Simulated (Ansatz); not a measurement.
**Al₃GaAs₄ (ordering on zincblende) by several functionals**

All numbers come from Ansatz. (Calculated; non-magnetic; the phase may be known or hypothetical.)

Structure: Al₃GaAs₄, ordered on the zincblende lattice (P-43m) with 8 atoms a cell, at its r2SCAN minimum. The symmetry is P-43m (No. 215, cubic); a = 5.676 Å in the conventional setting, 22.86 Å³ an atom. Around Al lie 4 As at 2.46 Å; around As lie 3 Al at 2.46 Å and 1 Ga at 2.46 Å; around Ga lie 4 As at 2.46 Å.

```cif
data_structure
_symmetry_space_group_name_H-M 'P-43m'
_symmetry_Int_Tables_number 215
_cell_length_a 5.6759
_cell_length_b 5.6759
_cell_length_c 5.6759
_cell_angle_alpha 90.000
_cell_angle_beta 90.000
_cell_angle_gamma 90.000
_cell_volume 182.86
loop_
_atom_site_label
_atom_site_type_symbol
_atom_site_symmetry_multiplicity
_atom_site_Wyckoff_symbol
_atom_site_fract_x
_atom_site_fract_y
_atom_site_fract_z
_atom_site_occupancy
Al1 Al 3 d 0.50000 0.00000 0.00000 1
As1 As 4 e 0.75042 0.24958 0.24958 1
Ga1 Ga 1 b 0.50000 0.50000 0.50000 1
```

Relaxed lattice by functional, symmetry kept:
```tsv
functional	k mesh	a (Å)	volume (Å³/atom)
PBE	4×4×4	5.733	23.55
r2SCAN	4×4×4	5.676	22.86
```

Gaps on the r2SCAN cell, each the least over its mesh and the special points:

| level | k mesh | gap (eV) | kind | edges | least direct gap (eV) |
| --- | --- | --- | --- | --- | --- |
| PBE | 4×4×4 | 1.13 | indirect | Γ → R | 1.30 |
| PBE+SOC | 4×4×4 | 1.03 | indirect | Γ → R | 1.20 |
| r2SCAN | 4×4×4 | 1.52 | indirect | Γ → R | 1.70 |
| HSE06 | 4×4×4 | 1.90 | indirect | Γ → R | 2.07 |
| PBE0 | 4×4×4 | 2.51 | indirect | Γ → R | 2.70 |

PBE, PBE+SOC: smearing of 0.02 eV; the others have fixed occupations.
Wave cutoffs: 420 eV, 500 eV (r2SCAN).

The HSE06 gap is indirect, 1.90 eV (Γ to R), below the direct gap of 2.07 eV at Γ. Spin-orbit coupling changes the PBE gap by -0.098 eV, to 1.03 eV; at Γ the threefold valence level splits into a fourfold and a twofold level 0.30 eV apart, the fourfold one on top.

r2SCAN covers 51 % of the step from PBE to HSE06. For gaps to 0.1 eV, spin-orbit coupling (up to 0.10 eV here) is at the margin. All these functionals give a gap of the same kind, indirect.

r2SCAN (ground state on 4×4×4): The electronic dielectric tensor ε∞ is 8.98 in all directions. Born charges, averaged over directions: Al +2.13, As -2.17, Ga +2.29 e.

Only the levels marked +SOC include spin-orbit coupling.

The meshes of the hybrids are coarse, so their gaps aren't converged to the digits shown.
